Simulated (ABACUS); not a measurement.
BN:

```xyz
2
Lattice="2.5640 0.0000 0.0000 1.2820 2.2205 0.0000 1.2820 0.7402 2.0935" Properties=species:S:1:pos:R:3 pbc="T T T"
N     1.2820    0.7402    0.5234
B     0.0000    0.0000    0.0000
```

The cell is a database's computed one.

Base run:

| Quantity | Value |
| --- | --- |
| Program | ABACUS 3.10.1 |
| Functional | SCAN |
| Potentials or basis | SG15 ONCV 1.2 PBE |
| Cutoff | 1361 eV |
| Density cutoff | 5442 eV |
| Basis | DZP LCAO (the cutoffs set its grid) |
| k mesh | 10 × 10 × 10 |
| Occupations | fermi-dirac, width 0.05 eV |
| Spin | no spin polarisation |

Its results: band gap on the k mesh 4.96 eV, indirect (least direct gap 9.41 eV); pressure -4.3 GPa.

Problem. The run is repeated on the same cell with these changes: functional from SCAN to PBEsol; k mesh from 10 × 10 × 10 to 12 × 12 × 12. What comes out?

Solution. Band gap on the k mesh 4.32 eV, indirect (least direct gap 8.67 eV); pressure -3.3 GPa.

Several settings changed at once, so the effect can't be laid on one alone.

Caveats: the atomic orbitals were generated for these runs and aren't a published set; the potentials were made for another functional, which shifts forces and pressure; the basis of atomic orbitals isn't converged, which shifts pressures, moduli and gaps.

A k mesh can miss the band edges.
